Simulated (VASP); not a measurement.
# GePt: restarted molecular dynamics, 2 variants

GePt, Pnma (no. 62), 8 atoms in the cell. PBE, molecular dynamics; PAW potentials Pt, Ge (PBE set).

| Restart from | Temperature at the end (K) | The same without a restart (K) | Potential energy at the end (eV/atom) | The same without a restart (eV/atom) | Electronic steps in the first step after the restart | Time (s) |
|---|---|---|---|---|---|---|
| CONTCAR with velocities, WAVECAR read | 597.0 | 598.0 | -5.70136 | -5.70135 | 4 | 230 |
| CONTCAR with velocities, no WAVECAR | 597.0 | 598.0 | -5.70135 | -5.70135 | 15 | 277 |

Limits: 180 fs of 8 atoms are too short for converged averages; the cell is only 3.7 Å across, so each atom moves in step with near copies of itself.

## Input of the first row

INCAR.step1:
```
GGA = PE ; PREC = Normal
ENCUT = 230 ; EDIFF = 1E-6
NELMIN = 4 ; NELM = 60
ALGO = Fast ; LREAL = Auto
LASPH = True ; ISMEAR = -1
SIGMA = 0.05 ; ISYM = 0
LWAVE = True ; LCHARG = False
IBRION = 0 ; NSW = 30
POTIM = 3.0 ; TEBEG = 1000
ISIF = 2 ; RANDOM_SEED = 20367 0 0
MDALGO = 1 ; ANDERSEN_PROB = 0.0
KPAR = 2
```

INCAR.step2, as INCAR.step1 but for:
```
- LWAVE = True
+ LWAVE = False
```

KPOINTS:
```
k-points
0
Gamma
  2 3 2
```

POSCAR.step1:
```
GePt
1.0
    5.7190000000      0.0000000000      0.0000000000
    0.0000000000      3.6970000000      0.0000000000
    0.0000000000      0.0000000000      6.0840000000
Pt Ge
4 4
Direct
    0.0005000000      0.7500000000      0.8092000000
    0.4995000000      0.2500000000      0.3092000000
    0.5005000000      0.7500000000      0.6908000000
    0.9995000000      0.2500000000      0.1908000000
    0.8150000000      0.7500000000      0.4100000000
    0.6850000000      0.2500000000      0.9100000000
    0.3150000000      0.7500000000      0.0900000000
    0.1850000000      0.2500000000      0.5900000000
```

Commands (each step's output is kept before the next begins):
```
cat potpaw_PBE.64/Pt/POTCAR potpaw_PBE.64/Ge/POTCAR > POTCAR
cp INCAR.step1 INCAR
cp POSCAR.step1 POSCAR
mpirun -np 2 vasp_std > vasp.out
cp CONTCAR POSCAR
cp INCAR.step2 INCAR
mpirun -np 2 vasp_std > vasp.out
```

Changes of the last row against the first:
```
(step 1)
- LWAVE = True
+ LWAVE = False
```

VASP 6.6.1 took 230 s on 2 cores (Intel Xeon Platinum 8259CL @ 2.50GHz (Skylake/Cascade Lake)), a shared host.
